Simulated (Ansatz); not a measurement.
Reactions of C10H20, SMILES `C=CCCCCCCCC`.

Isolated molecules relaxed with PBE0-D4/def2-TZVP in Ansatz; ΔE leaves out vibrations. CCSD(T)/CBS adds triple-zeta CCSD(T) − MP2 to the extrapolated MP2 energy (def2 sets, frozen cores). This one scheme is used for every species. DFT in def2-TZVPP. B3LYP here is the variant with VWN-RPA as its local correlation; programs differ in this. def2 core potentials past Kr. For Br, Te outer-core shells are correlated without core-valence functions, which leaves a few kJ/mol of doubt a bond. Scalar relativity is left out up to krypton. One conformer a species, not always the lowest.

```json
{"reaction": "`C=CCCCCCCCC` + H₂ → `C=CCCCC` + `CCCC`", "B3LYP-D4 (kcal/mol)": "-16.3", "HF/CBS(def2) (kcal/mol)": "-21.6", "CCSD(T)/CBS(def2) (kcal/mol)": "-14.6"}
{"reaction": "`C=CCCCCCCCC` + H₂ → `C=CCCCCCC` + ethane", "B3LYP-D4 (kcal/mol)": "-15.7", "HF/CBS(def2) (kcal/mol)": "-21.0", "CCSD(T)/CBS(def2) (kcal/mol)": "-14.0"}
{"reaction": "`C=CCCCCCCCC` + HBr → `CCCCBr` + `C=CCCCC`", "B3LYP-D4 (kcal/mol)": "-0.3", "HF/CBS(def2) (kcal/mol)": "-0.5", "CCSD(T)/CBS(def2) (kcal/mol)": "0.9"}
{"reaction": "`C=CCCCCCCCC` + H₂Te → `CC[TeH]` + `C=CCCCCCC`", "B3LYP-D4 (kcal/mol)": "-1.4", "HF/CBS(def2) (kcal/mol)": "-0.4", "CCSD(T)/CBS(def2) (kcal/mol)": "-1.6"}
{"reaction": "`C=CCCCCCCCC` + H₂S → `CCCCCCS` + `C=CCC`", "B3LYP-D4 (kcal/mol)": "0.8", "HF/CBS(def2) (kcal/mol)": "0.3", "CCSD(T)/CBS(def2) (kcal/mol)": "2.0"}
{"reaction": "`C=CCCCCCCCC` + H₂O → `CCCCCCCCO` + ethylene", "B3LYP-D4 (kcal/mol)": "12.1", "HF/CBS(def2) (kcal/mol)": "9.1", "CCSD(T)/CBS(def2) (kcal/mol)": "14.3"}
{"reaction": "`C=CCCCCCCCC` + `BNCC` → `BN(C=C)CC` + `CCCCCCCC`", "B3LYP-D4 (kcal/mol)": "-0.6", "HF/CBS(def2) (kcal/mol)": "1.8", "CCSD(T)/CBS(def2) (kcal/mol)": "0.5"}
{"reaction": "`C=CCCCCCCCC` + H₂ → `C=CCCC` + `CCCCC`", "B3LYP-D4 (kcal/mol)": "-15.9", "HF/CBS(def2) (kcal/mol)": "-22.4", "CCSD(T)/CBS(def2) (kcal/mol)": "-14.3"}
{"reaction": "`C=CCCCCCCCC` → `CCCCCC1CCCC1`", "B3LYP-D4 (kcal/mol)": "-13.3", "HF/CBS(def2) (kcal/mol)": "-10.9", "CCSD(T)/CBS(def2) (kcal/mol)": "-16.2"}
{"reaction": "`C=CCCCCCCCC` + CH₃SH → `C=CSC` + `CCCCCCCC`", "B3LYP-D4 (kcal/mol)": "-1.5", "HF/CBS(def2) (kcal/mol)": "0.8", "CCSD(T)/CBS(def2) (kcal/mol)": "0.0"}
```

Largest T1 diagnostic: 0.012, for `BN(C=C)CC`.
